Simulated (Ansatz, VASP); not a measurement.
**RbBr: VASP beside Ansatz**

File INCAR:

```
  PREC = Accurate
  ENCUT = 520
  EDIFF = 1E-7
  ISMEAR = 0
  SIGMA = 0.05
  LREAL = F
  LASPH = T
  NELM = 100
  ALGO = Normal
  ISIF = 2
  LWAVE = F
  LCHARG = F
  GGA = PS
  NBANDS = 15
```

File KPOINTS:

```
regular mesh
0
Gamma
  6 6 6
```

Contents of POSCAR:

```
RbBr
1.0
    4.1243020998      0.0000000000      0.0000000000
    0.0000000000      4.1243020998      0.0000000000
    0.0000000000      0.0000000000      4.0701688540
Rb Br
1 1
Direct
   -0.0396914813      0.0000000000      0.0000000000
    0.5424552411      0.5000000000      0.5000000000
```

Input for Ansatz:

```yaml
crystal:
  lattice:
    - [4.1243020998, 0.0, 0.0]
    - [0.0, 4.1243020998, 0.0]
    - [0.0, 0.0, 4.070168854]
  atoms:
    - { symbol: Rb, position: [-0.0396914813, 0.0, 0.0] }
    - { symbol: Br, position: [0.5424552411, 0.5, 0.5] }
basis:
  ecutwfc: 420
kpoints:
  mp_grid: { grid: [6, 6, 6] }
hamiltonian:
  xc: pbesol
scf:
  occupations: { method: gaussian, width: 0.05 }
output:
  forces: true
  stress: true
  eigenvalues: true
```

Change from the starting cell: mode 4 frozen in at -0.173 Å, equal normal strain along x and y +0.0133.

Alike in both runs: task single point; functional PBEsol; k mesh 6 × 6 × 6; occupations gaussian, width 0.05 eV; no spin polarisation.

```csv
,VASP,Ansatz
version,VASP 6.6.1,Ansatz 0.2.0
potentials or method,"VASP PAW PBE potentials, release 64 (Rb_sv, Br)","scalar-relativistic, plane waves, PAW"
plane-wave cutoff (eV),520,420
valence electrons in the cell,16,16
```

```tsv
	VASP	Ansatz	Ansatz less VASP
gap on the k mesh at the Fermi level (eV)	3.98	3.99	+0.002
least direct gap on the mesh (eV)	4.09	4.09	0.000
pressure (GPa)	0.2	0.2	-0.05
largest component of the traceless stress (GPa)	0.33	0.32	-0.003
rms of the force components (eV/Å)	0.150	0.147	-0.0027
```

Atom by atom the forces differ by 0.003 eV/Å (rms over components).

Caveats: the PAW data sets were made with another functional, which shifts forces and pressure a little (VASP). A k mesh can miss the band edges.
